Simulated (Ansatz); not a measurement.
# ZnSe2: the cost of one run

Program: Ansatz 0.2.0. Level of theory: DFT PBE, scalar-relativistic, plane waves, PAW. These are calculated values, not measurements.

1 further run of the same task is left out (it didn't finish).

**1. Starting point**

Symmetry: Pnnm, No. 58, orthorhombic system. Conventional cell: a = 5.001 Å, b = 6.071 Å, c = 3.796 Å, α = 90.00°, β = 90.00°, γ = 90.00°. Zn (site symmetry 2/m) has 6 Se at 2.49 to 2.53 Å as nearest neighbours. Se (site symmetry m) has 3 Zn at 2.49 to 2.53 Å and 1 Se at 2.53 Å as nearest neighbours.

As a file:

```
CELL_PARAMETERS angstrom
5.00077 0.00000 0.00000
0.00000 6.07076 0.00000
0.00000 0.00000 3.79563
ATOMIC_POSITIONS crystal
Zn 0.00000 0.00000 0.00000
Zn 0.50000 0.50000 0.50000
Se 0.20300 0.37500 0.00000
Se 0.29700 0.87500 0.50000
Se 0.79700 0.62500 0.00000
Se 0.70300 0.12500 0.50000
```

The cell is invented: species swapped into a database cell of FeS2 (Pnnm, No. 58), with Zn on the Fe sites and Se on the S sites. Lengths come from tabulated atomic sizes and are only a guess.

**2. The guess as it stands, on a coarse mesh**

Contents of input.yaml:

```yaml
crystal:
  lattice:
    - [5.0007729, 0.0, 0.0]
    - [0.0, 6.07075786, 0.0]
    - [0.0, 0.0, 3.7956315]
  atoms:
    - { symbol: Zn, position: [0.0, 0.0, 0.0] }
    - { symbol: Zn, position: [0.5, 0.5, 0.5] }
    - { symbol: Se, position: [0.20299999, 0.375, 0.0] }
    - { symbol: Se, position: [0.29700001, 0.875, 0.5] }
    - { symbol: Se, position: [0.79700001, 0.625, 0.0] }
    - { symbol: Se, position: [0.70299999, 0.125, 0.5] }
basis:
  ecutwfc: 420
kpoints:
  mp_grid: { grid: [4, 4, 4] }
hamiltonian:
  xc: pbe
scf:
  occupations: { method: gaussian, width: 0.1 }
  lower_state_search: "off"
output:
  forces: true
  stress: true
  eigenvalues: true
```

On the command line:

```console
ansatz run input.yaml --threads 1 --pin off --max-ram 2560MiB --backend cpu --events-out ev --progress --plain --runs-dir out
```

**Question.** How long does this run take on 1 thread of Intel Xeon at 2.70GHz, shared host, and how much memory does it need?

About 9 s, with a peak of 0.46 GiB.
